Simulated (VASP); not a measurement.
# CdSe (F-43m) in VASP: single point with HSE06

Aim: the single point of CdSe with HSE06.

Everything below comes from runs of VASP 6.6.1. Logs are shortened: lines on timing, memory, paths and dates and some standing lists are left out, and cuts for length are marked.

## Step 1: Starting point

It takes space group F-43m (No. 216, cubic). The conventional cell has a = 6.077 Å, b = 6.077 Å, c = 6.077 Å, α = 90.00°, β = 90.00°, γ = 90.00°. Cd (site symmetry -43m) is surrounded by 4 Se at 2.63 Å. Around Se (site symmetry -43m) lie 4 Cd at 2.63 Å.

The cell was built by a generator and needn't be a form met in nature.

## Step 2: Single point, HSE06

Input file POSCAR:

```
CdSe
1.0
    0.0000000000      3.0385000000      3.0385000000
    3.0385000000      0.0000000000      3.0385000000
    3.0385000000      3.0385000000      0.0000000000
Cd Se
1 1
Direct
    0.0000000000      0.0000000000      0.0000000000
    0.2500000000      0.2500000000      0.2500000000
```

Input file INCAR.step1:

```
SYSTEM = CdSe
ALGO = Normal
EDIFF = 1E-5
ENCUT = 520
GGA = PE
ISIF = 2
ISMEAR = 0
LASPH = .TRUE.
LCHARG = .FALSE.
LREAL = .FALSE.
LWAVE = .TRUE.
NBANDS = 16
NELM = 100
PREC = Accurate
SIGMA = 0.01
```

Input file INCAR.step2:

```
SYSTEM = CdSe
ALGO = Normal
EDIFF = 1E-6
ENCUT = 520
GGA = PE
HFSCREEN = 0.2079
ISIF = 2
ISMEAR = 0
ISTART = 1
LASPH = .TRUE.
LCHARG = .FALSE.
LHFCALC = .TRUE.
LREAL = .FALSE.
LWAVE = .FALSE.
NBANDS = 16
NELM = 100
PREC = Accurate
PRECFOCK = Normal
SIGMA = 0.01
```

Input file KPOINTS:

```
k-points
0
G
  4 4 4
  0 0 0
```

Potentials or basis: VASP PAW PBE potentials, release 64 (Cd, Se).

Command:

```sh
$ cat potpaw_PBE.64/Cd/POTCAR potpaw_PBE.64/Se/POTCAR > POTCAR
$ cp INCAR.step1 INCAR
$ mpirun -np 1 vasp_std > vasp.out
$ cp INCAR.step2 INCAR
$ mpirun -np 1 vasp_std > vasp.out
```

OUTCAR:

```text
SYSTEM = CdSe
   EDIFF = 1E-6
   ENCUT = 520
   GGA = PE
   HFSCREEN = 0.2079
   ISIF = 2
   ISMEAR = 0
   ISTART = 1
   LASPH = .TRUE.
   LHFCALC = .TRUE.
   LREAL = .FALSE.
   NELM = 100
   PREC = Accurate
   PRECFOCK = Normal

 ion  position               nearest neighbor table
   1  0.000  0.000  0.000-   2 2.63   2 2.63   2 2.63   2 2.63
   2  0.250  0.250  0.250-   1 2.63   1 2.63   1 2.63   1 2.63

  LATTYP: Found a face centered cubic cell.
 ALAT       =     6.0770000000

  Lattice vectors:

 A1 = (   0.0000000000,   3.0385000000,   3.0385000000)
 A2 = (   3.0385000000,   0.0000000000,   3.0385000000)
 A3 = (   3.0385000000,   3.0385000000,   0.0000000000)

Analysis of symmetry for initial positions (statically):
=====================================================================
 Subroutine PRICEL returns:
 Original cell was already a primitive cell.

 Routine SETGRP: Setting up the symmetry group for a
 face centered cubic supercell.

 Subroutine GETGRP returns: Found 24 space group operations
 (whereof 24 operations were pure point group operations)
 out of a pool of 48 trial point group operations.

The static configuration has the point symmetry T_d .

Analysis of symmetry for dynamics (positions and initial velocities):
=====================================================================
 Subroutine PRICEL returns:
 Original cell was already a primitive cell.

 Routine SETGRP: Setting up the symmetry group for a
 face centered cubic supercell.

 Subroutine GETGRP returns: Found 24 space group operations
 (whereof 24 operations were pure point group operations)
 out of a pool of 48 trial point group operations.

The dynamic configuration has the point symmetry T_d .

 Subroutine INISYM returns: Found 24 space group operations
 (whereof 24 operations are pure point group operations),
 and found     1 'primitive' translations

----------------------------------------------------------------------------------------

                                     Primitive cell

  volume of cell :      56.1058

  direct lattice vectors                    reciprocal lattice vectors
     0.000000000  3.038500000  3.038500000    -0.164554879  0.164554879  0.164554879
     3.038500000  0.000000000  3.038500000     0.164554879 -0.164554879  0.164554879
     3.038500000  3.038500000  0.000000000     0.164554879  0.164554879 -0.164554879

  length of vectors
     4.297087909  4.297087909  4.297087909     0.285017411  0.285017411  0.285017411

  position of ions in fractional coordinates (direct lattice)
     0.000000000  0.000000000  0.000000000
     0.250000000  0.250000000  0.250000000

  ion indices of the primitive-cell ions
   primitive index   ion index
                 1           1
                 2           2

----------------------------------------------------------------------------------------

 KPOINTS: k-points

Automatic generation of k-mesh.
 Grid dimensions read from file:
 generate k-points for:    4    4    4

 Generating k-lattice:

  Cartesian coordinates                     Fractional coordinates (reciprocal lattice)
    -0.041138720  0.041138720  0.041138720     0.250000000  0.000000000  0.000000000
     0.041138720 -0.041138720  0.041138720     0.000000000  0.250000000  0.000000000
     0.041138720  0.041138720 -0.041138720     0.000000000  0.000000000  0.250000000

  Length of vectors
     0.071254353  0.071254353  0.071254353

  Shift w.r.t. Gamma in fractional coordinates (k-lattice)
     0.000000000  0.000000000  0.000000000

 Subroutine IBZKPT returns following result:
 ===========================================

 Found      8 irreducible k-points:

 Following reciprocal coordinates:
            Coordinates               Weight
  0.000000  0.000000  0.000000      1.000000
  0.250000  0.000000  0.000000      8.000000
  0.500000  0.000000  0.000000      4.000000
  0.250000  0.250000  0.000000      6.000000
  0.500000  0.250000  0.000000     24.000000
 -0.250000  0.250000  0.000000     12.000000
  0.500000  0.500000  0.000000      3.000000
 -0.250000  0.500000  0.250000      6.000000
   k-points           NKPTS =      8   k-points in BZ     NKDIM =     64   number of bands    NBANDS=     16
   number of dos      NEDOS =    301   number of ions     NIONS =      2
   total plane-waves  NPLWV =  32768
   dimension x,y,z NGX =    32 NGY =   32 NGZ =   32
   dimension x,y,z NGXF=    64 NGYF=   64 NGZF=   64
   ions per type =               1   1
   NGX,Y,Z   is equivalent  to a cutoff of  12.38, 12.38, 12.38 a.u.
   NGXF,Y,Z  is equivalent  to a cutoff of  24.76, 24.76, 24.76 a.u.
 SYSTEM =  CdSe
   PREC   = accura    normal or accurate (medium, high low for compatibility)
   ISTART =      1    job   : 0-new  1-cont  2-samecut
   ICHARG =      0    charge: 1-file 2-atom 10-const
   ISPIN  =      1    spin polarized calculation?
   LNONCOLLINEAR =      F non collinear calculations
   LSORBIT =      F    spin-orbit coupling
   LASPH  =      T    aspherical Exc in radial PAW
   ENCUT  =  520.0 eV  38.22 Ry    6.18 a.u.   7.99  7.99  7.99*2*pi/ulx,y,z
   NELM   =    100;   NELMIN=  2; NELMDL=  0     # of ELM steps
   EDIFF  = 0.1E-05   stopping-criterion for ELM
   LREAL  =      F    real-space projection
   EDIFFG = 0.1E-04   stopping-criterion for IOM
   NSW    =      0    number of steps for IOM
   IBRION =     -1    ionic relax: 0-MD 1-quasi-New 2-CG
   NFREE  =      0    steps in history (QN), initial steepest desc. (CG)
   ISIF   =      2    stress and relaxation
   ISYM   =      3    0-nonsym 1-usesym 2-fastsym
   POTIM  = 0.5000    time-step for ionic-motion
   TEBEG  =    0.0;   TEEND  =   0.0 temperature during run
   PSTRESS=    0.0 pullay stress
   NELECT =      18.0000    total number of electrons
   NUPDOWN=      -1.0000    fix difference up-down
   EMIN   =  10.00;   EMAX   =-10.00  energy-range for DOS
   EFERMI =   0.00;   METHOD = LEGACY
   ISMEAR =     0;   SIGMA  =   0.01  broadening in eV -4-tet -1-fermi 0-gaus
   EFERMI_NEDOS =   21; number of points for ismear=-14 and -15
   IALGO  =     38    algorithm
   IMIX   =      1    mixing-type and parameters
     AMIX     =   0.40;   BMIX     =  1.00
     AMIX_MAG =   1.60;   BMIX_MAG =  1.00
  volume/ion in A,a.u.               =      28.05       189.31
  Fermi-wavevector in a.u.,A,eV,Ry     =   1.120718  2.117850 17.089044  1.256009
  Thomas-Fermi vector in A             =   2.257367
   LORBIT       =      0    0 simple, 1 ext, 2 COOP (PROOUT), +10 PAW based schemes
   GGA     = PE    functional components
   LHFCALC =     T    Hartree Fock is set to
   PRECFOCK=normal    Normal, Fast or Accurate (Low or Medium for compatibility)
   ENCUT4O =  -1.0   cutoff for four orbital integrals eV
   NKREDX  =     1    reduce k-point grid by
   NKREDY  =     1    reduce k-point grid by
   NKREDZ  =     1    reduce k-point grid by
   AEXX    =    0.2500 exact exchange contribution
   HFSCREEN=    0.2079 screening length (either q_TF or 0.3 A-1)
   HFSCREENC=   0.2079 screening length for correlation (either q_TF or 0.3 A-1)
   ENCUTFOCK=  -1.0 apply spherical cutoff to Coloumb kernel
   IVDW    =     0    specifies the selected vdW correction
   LEPSILON=     F    determine dielectric tensor
   LRPA    =     F    only Hartree local field effects (RPA)
 non-spin polarized calculation
 Gauss-broadening in eV      SIGMA  =   0.01
  energy-cutoff  :      520.00
  volume of cell :       56.11
 maximum number of plane-waves:      1540
  NGX = 24; NGY = 24; NGZ = 24

 number of electron      18.0000001 magnetization

 Free energy of the ion-electron system (eV)
  ---------------------------------------------------
  ext. energy  EPLUGINS =         0.00000000
  ---------------------------------------------------
  free energy    TOTEN  =        -6.79950544 eV

  energy without entropy =       -6.79950544  energy(sigma->0) =       -6.79950544

 E-fermi :   0.4569     XC(G=0):  -7.3920

 val. band max:        0.3752878319   @ k =   0.0000   0.0000   0.0000
 cond. band min:       1.9496959848   @ k =   0.0000   0.0000   0.0000
 fundamental gap:      1.5744081529
 Fermi energy:         0.4569440882

 k-point     1 :       0.0000    0.0000    0.0000
  band No.  band energies     occupation
      1     -13.3282      2.00000
      2      -8.7762      2.00000
      3      -8.7762      2.00000
      4      -8.7762      2.00000
      5      -8.3981      2.00000
      6      -8.3981      2.00000
      7       0.3753      2.00000
      8       0.3753      2.00000
      9       0.3753      2.00000
     10       1.9497      0.00000
     11       7.3563      0.00000
     12       7.3563      0.00000
     13       7.3563      0.00000
     14      11.4036      0.00000
     15      12.6326      0.00000
     16      12.6326      0.00000

 k-point     2 :       0.2500    0.0000    0.0000
  band No.  band energies     occupation
      1     -13.1247      2.00000
      2      -8.7216      2.00000
      3      -8.7216      2.00000
      4      -8.5382      2.00000
      5      -8.3965      2.00000
      6      -8.3965      2.00000
      7      -2.4064      2.00000
      8      -0.0534      2.00000
      9      -0.0534      2.00000
     10       3.6628      0.00000
     11       7.3922      0.00000
     12       7.9024      0.00000
     13       7.9024      0.00000
     14      11.5442      0.00000
     15      11.5442      0.00000
     16      11.5848      0.00000

 k-point     3 :       0.5000    0.0000    0.0000
  band No.  band energies     occupation
      1     -12.9209      2.00000
      2      -8.6815      2.00000
      3      -8.6815      2.00000
      4      -8.3771      2.00000
      5      -8.3771      2.00000
      6      -8.0598      2.00000
      7      -4.3101      2.00000
      8      -0.4262      2.00000
      9      -0.4262      2.00000
     10       3.7700      0.00000
     11       7.8461      0.00000
     12       7.8461      0.00000
     13       8.8917      0.00000
     14      11.6022      0.00000
     15      13.8003      0.00000
     16      13.8003      0.00000

 k-point     4 :       0.2500    0.2500    0.0000
  band No.  band energies     occupation
      1     -13.0587      2.00000
      2      -8.6563      2.00000
      3      -8.6563      2.00000
      4      -8.5867      2.00000
      5      -8.3955      2.00000
      6      -8.3703      2.00000
      7      -2.2738      2.00000
      8      -0.7279      2.00000
      9      -0.7279      2.00000
     10       4.6587      0.00000
     11       5.5690      0.00000
     12       9.1929      0.00000
     13       9.1929      0.00000
     14       9.2098      0.00000
     15      13.1789      0.00000
     16      14.9662      0.00000

 k-point     5 :       0.5000    0.2500    0.0000
  band No.  band energies     occupation
      1     -12.8593      2.00000
      2      -8.6331      2.00000
      3      -8.5977      2.00000
      4      -8.4599      2.00000
      5      -8.3662      2.00000
      6      -8.0156      2.00000
      7      -3.8195      2.00000
      8      -1.7521      2.00000
      9      -1.0619      2.00000
     10       5.0598      0.00000
     11       6.5871      0.00000
     12       8.5274      0.00000
     13       9.4613      0.00000
     14      11.5162      0.00000
     15      14.0430      0.00000
     16      14.7112      0.00000

 k-point     6 :      -0.2500    0.2500    0.0000
  band No.  band energies     occupation
      1     -12.9246      2.00000
      2      -8.6543      2.00000
      3      -8.6523      2.00000
      4      -8.4095      2.00000
      5      -8.4076      2.00000
      6      -8.1458      2.00000
      7      -3.4478      2.00000
      8      -1.8188      2.00000
      9      -0.4506      2.00000
     10       5.2392      0.00000
     11       7.2222      0.00000
     12       7.7526      0.00000
     13       8.6284      0.00000
     14      11.0897      0.00000
     15      12.9637      0.00000
     16      14.8061      0.00000

 k-point     7 :       0.5000    0.5000    0.0000
  band No.  band energies     occupation
      1     -12.7948      2.00000
      2      -8.5660      2.00000
      3      -8.5196      2.00000
      4      -8.5196      2.00000
      5      -8.3424      2.00000
      6      -7.9714      2.00000
      7      -3.9785      2.00000
      8      -1.6103      2.00000
      9      -1.6103      2.00000
     10       4.3240      0.00000
     11       5.1259      0.00000
     12      10.7402      0.00000
     13      11.9898      0.00000
     14      11.9898      0.00000
     15      14.0235      0.00000
     16      15.0217      0.00000

 k-point     8 :      -0.2500    0.5000    0.2500
  band No.  band energies     occupation
      1     -12.7964      2.00000
      2      -8.5884      2.00000
      3      -8.5835      2.00000
      4      -8.4359      2.00000
      5      -8.3927      2.00000
      6      -7.8476      2.00000
      7      -3.8365      2.00000
      8      -2.0414      2.00000
      9      -1.9665      2.00000
     10       6.4745      0.00000
     11       6.6332      0.00000
     12       7.9721      0.00000
     13       8.9327      0.00000
     14      12.3286      0.00000
     15      14.2576      0.00000
     16      14.7991      0.00000

------------------------ aborting loop because EDIFF is reached ----------------------------------------

  FORCE on cell =-STRESS in cart. coord.  units (eV):
  Direction    XX          YY          ZZ          XY          YZ          ZX
  --------------------------------------------------------------------------------------
  -------------------------------------------------------------------------------------
  Total        0.7539192      0.7539192      0.7539192     -0.0000000      0.0000000     -0.0000000
  in kB       21.5291876     21.5291876     21.5291876     -0.0000000      0.0000000     -0.0000000
  external PRESSURE =      21.5291876 kB  Pullay stress =       0.0000000 kB

 VOLUME and BASIS-vectors are now :
 -----------------------------------------------------------------------------
  energy-cutoff  :      520.00
  volume of cell :       56.11
      direct lattice vectors                 reciprocal lattice vectors
     0.000000000  3.038500000  3.038500000    -0.164554879  0.164554879  0.164554879
     3.038500000  0.000000000  3.038500000     0.164554879 -0.164554879  0.164554879
     3.038500000  3.038500000  0.000000000     0.164554879  0.164554879 -0.164554879

 POSITION                                       TOTAL-FORCE (eV/Angst)
 -----------------------------------------------------------------------------------
      0.00000      0.00000      0.00000        -0.000000     -0.000000     -0.000000
      1.51925      1.51925      1.51925         0.000000      0.000000      0.000000
 -----------------------------------------------------------------------------------
    total drift:                                0.000069      0.000078      0.000045

  FREE ENERGIE OF THE ION-ELECTRON SYSTEM (eV)
  ---------------------------------------------------
  free  energy   TOTEN  =        -6.7995054413 eV

  energy  without entropy=       -6.7995054413  energy(sigma->0) =       -6.79950544
```

Wall time 5.4 min (1 thread of Intel Xeon Platinum 8488C (Sapphire Rapids), shared host); peak memory 0.28 GiB.

What came out:

```yaml
Free_energy: -6.7995 eV
Pressure: 2.2 GPa
Band_gap_on_the_k_mesh: 1.57 eV, direct
```

Levels at points of the mesh, in eV from the valence-band top:
```csv
k point,band 6,band 7,band 8,band 9,band 10,band 11,band 12,band 13
"(0.00, 0.00, 0.00)",-8.77,0.00,0.00,0.00,1.57,6.98,6.98,6.98
"(0.50, 0.00, 0.00)",-8.44,-4.69,-0.80,-0.80,3.39,7.47,7.47,8.52
"(0.50, 0.50, 0.00)",-8.35,-4.35,-1.99,-1.99,3.95,4.75,10.36,11.61
```

Caveat: the k mesh is coarse (spacing up to 0.45 Å⁻¹), so the values aren't converged, least of all with exact exchange; the PAW data sets were made with another functional, which shifts forces and pressure a little.
